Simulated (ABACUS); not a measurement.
PbS (Galena):

```
Pb S
1.0
     0.00000    2.96575    2.96575
     2.96575    0.00000    2.96575
     2.96575    2.96575    0.00000
Pb S
1 1
Cartesian
  0.0000 0.0000 0.0000
  2.9657 2.9657 2.9657
```

Base run:

* Program: ABACUS 3.10.1
* Functional: LDA
* Potentials or basis: GBRV ultrasoft 1.5 LDA
* Cutoff: 544 eV
* Density cutoff: 4354 eV
* Basis: plane waves
* k mesh: 6 × 6 × 6
* Occupations: fermi-dirac, width 0.05 eV
* Spin: no spin polarisation

Its results: band gap on the k mesh 0.24 eV, direct; pressure -2.8 GPa.

**Question.** The run is repeated on the same cell with these changes: functional from LDA to BP86; potentials or basis from GBRV ultrasoft 1.5 LDA to SG15 ONCV 1.2 PBE; cutoff from 544 eV to 857 eV; density cutoff from 4354 eV to 3429 eV. What comes out?

**Answer.** Band gap on the k mesh 0.36 eV, direct; pressure 2.5 GPa.

Caveats: spin-orbit coupling is left out, which as a rule narrows the gap of such compounds by several tenths of an eV; the potentials were made for another functional, which shifts forces and pressure (some runs).

A k mesh can miss the band edges.
